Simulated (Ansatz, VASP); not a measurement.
LiF (Griceite) in VASP and in Ansatz

```
Li F
1.0
     0.00000    2.00395    2.00395
     2.00395    0.00000    2.00395
     2.00395    2.00395    0.00000
Li F
1 1
Direct
  0.00000 0.00000 0.00000
  0.50000 0.50000 0.50000
```

Alike in both runs: functional PBEsol; k mesh 10 × 10 × 10; occupations gaussian, width 0.02 eV; no spin polarisation.

Ansatz relaxed the structure, and its values are those at the end. VASP's run is a single point on that final structure, the one shown.

|  | VASP | Ansatz |
| --- | --- | --- |
| version | VASP 6.6.1 | Ansatz 0.2.0 |
| potentials or method | VASP PAW PBE potentials, release 64 (Li_sv, F) | scalar-relativistic, plane waves, PAW |
| plane-wave cutoff (eV) | 520 | 420 |
| valence electrons in the cell | 10 | 10 |

```csv
,VASP,Ansatz,Ansatz less VASP
gap on the k mesh at the Fermi level (eV),9.06,9.05,-0.006
least direct gap on the mesh (eV),9.06,9.05,-0.006
```

With one functional, cell and mesh, what is left measures potentials, basis and numerics.

 Expect the measured gap to be larger: semilocal functionals such as PBEsol lack the derivative discontinuity. A k mesh can miss the band edges.
